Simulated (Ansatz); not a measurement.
Runs of Ansatz 0.2.0 on HgSe. The structure is cubic, space group F-43m (No. 216). The conventional cell has a = 6.078 Å, b = 6.078 Å, c = 6.078 Å, α = 90.00°, β = 90.00°, γ = 90.00°. Hg (site symmetry -43m) has 4 Se at 2.63 Å as nearest neighbours. Around Se (site symmetry -43m) lie 4 Hg at 2.63 Å. 

| task | level | potentials or basis | cell | k mesh | cutoff (eV) | atoms under strain | points for each segment of the path | gap on the mesh (eV) | pressure (GPa) | relaxed volume (Å³/atom) |
| --- | --- | --- | --- | --- | --- | --- | --- | --- | --- | --- |
| elastic constants | LDA | Ansatz PAW | as given | 6 × 6 × 6 | 420 | relaxed | - | none | -0.4 | - |
| relaxation of cell and atoms | BLYP+D4 | Ansatz PAW | relaxed | 8 × 8 × 8 | 420 | - | - | - | 0.0 | 30.26 |
| band structure | SVWN5 | Ansatz PAW | as given | 8 × 8 × 8 | 420 | - | 14 | none | -0.4 | - |
| relaxation of cell and atoms | revPBE+D3(BJ) | Ansatz PAW | relaxed | 8 × 8 × 8 | 420 | - | - | none | 0.0 | (a) |
| band structure | LDA | JTH PAW LDA | as given | 8 × 8 × 8 | 870 | - | 14 | none | -0.3 | - |
| relaxation of cell and atoms | RPBE | Ansatz PAW | relaxed | 8 × 8 × 8 | 420 | - | - | - | 0.0 | 32.09 |

Alike in all rows: no spin polarisation; smearing fermi-dirac 0.05 eV.

Question: Fill in the values left out.

Answer: (a) 29.09.

Caveats: the PAW data sets come from PBE, with cores solved anew for the run's functional, which leaves a small shift of forces and pressure (some runs); the plane-wave basis is chosen anew once the cell has moved, so the energies of steps on either side of that aren't comparable (some runs); spin-orbit coupling is left out, which moves the levels of the heavy elements (some runs); elastic constants of metals need much finer meshes, so these are rough (some runs); pairwise dispersion overbinds metals, which lowers pressure and volume (some runs); the volume moved by +14 % from the deposited cell, more than functionals usually miss (some runs).

A k mesh can miss the band edges, and the runs leave out spin-orbit coupling on Hg, Se.

A gap of «none» marks a metal or a gap under the smearing width.

The runs don't all hold the same shells in valence.

Runs at the PBE level aren't shown here.
